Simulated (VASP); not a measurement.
# BP: relaxation of the atoms with r2SCAN

BP:

```xyz
2
Lattice="0.0000 2.3105 2.3105 2.3105 0.0000 2.3105 2.3105 2.3105 0.0000" Properties=species:S:1:pos:R:3 pbc="T T T"
B     0.0000    0.0000    0.0000
P     1.1552    1.1552    1.1552
```

The cell isn't the ideal one: a relaxed cell with its volume scaled by 1.06.

```
Program                : VASP 6.6.1
Task                   : relaxation of the atoms
Functional             : r2SCAN
Potentials or basis    : VASP PAW PBE potentials, release 64 (B, P)
Cutoff                 : 600 eV
k mesh                 : 10 × 10 × 10
Occupations            : gaussian, width 0.03 eV
Spin                   : no spin polarisation
Further INCAR settings : ALGO = Normal; EDIFF = 1e-07; IBRION = 2; EDIFFG = -0.01; NSW = 40
```

- Pressure after relaxing: -8.9 GPa
- Band gap on the k mesh: 1.52 eV, indirect (least direct gap 3.57 eV)

Final structure:
```yaml
crystal:
  lattice:
    - [0.00000, 2.31046, 2.31046]
    - [2.31046, 0.00000, 2.31046]
    - [2.31046, 2.31046, 0.00000]
  atoms:
    - { symbol: B, position: [0.00000, 0.00000, 0.00000] }
    - { symbol: P, position: [0.25000, 0.25000, 0.25000] }
```

Levels at points of the mesh, in eV from the valence-band top:
| k point | band 2 | band 3 | band 4 | band 5 | band 6 | band 7 |
| --- | --- | --- | --- | --- | --- | --- |
| (0.00, 0.00, 0.00) | 0.00 | 0.00 | 0.00 | 3.57 | 3.57 | 3.57 |
| (0.50, 0.00, 0.00) | -9.10 | -1.79 | -1.79 | 3.80 | 5.00 | 5.00 |
| (0.50, 0.50, 0.00) | -8.84 | -4.14 | -4.14 | 1.64 | 1.96 | 12.53 |

It took 32 s on 1 thread of Intel(R) Xeon(R) 6975P-C (Granite Rapids), with other jobs on the host, peak memory 0.16 GiB.

Caveat: the relaxation stopped at its first step, so nothing moved; the PAW data sets were made with another functional, which shifts forces and pressure a little. A k mesh can miss the band edges.
